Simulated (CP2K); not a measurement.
Runs of CP2K 2026.2 on HfC. It takes space group Fm-3m (No. 225, cubic). The conventional cell has a = 4.650 Å, b = 4.650 Å, c = 4.650 Å, α = 90.00°, β = 90.00°, γ = 90.00°. Hf (site symmetry m-3m) is surrounded by 6 C at 2.32 Å. Around C (site symmetry m-3m) lie 6 Hf at 2.32 Å. 

```csv
level,cutoff radius of the dispersion sum (A),cutoff of the non-local correlation (Ry),gap on the mesh (eV),pressure (GPa)
PBEsol+D3(BJ),20,-,none,(a)
PBEsol+D3(BJ)+ATM,20,-,none,(b)
PBEsol+rVV10,-,300,none,-6.9
PBEsol+D3,20,-,none,-9.8
PBEsol+D4,20,-,none,-8.4
PBEsol,-,-,none,-6.5
```

Alike in all rows: task single point; potentials or basis POTENTIAL_UZH Hf GTH-PBE-q12, C GTH-PBE-q4; TZVP-MOLOPT-PBE-GTH basis; no spin polarisation; cell as given; k mesh 10 × 10 × 10; smearing fermi-dirac 0.05 eV.

**Question.** Estimate the missing entries.

**Answer.** (a) -11.2; (b) -10.7.

Caveats: the potentials were made for another functional, which shifts forces and pressure; the basis of atomic orbitals isn't converged, which shifts pressures, moduli and gaps; pairwise dispersion overbinds metals, which lowers pressure and volume (some runs).

A k mesh can miss the band edges, and the runs leave out spin-orbit coupling on Hf.

A gap of «none» marks a metal or a gap under the smearing width.
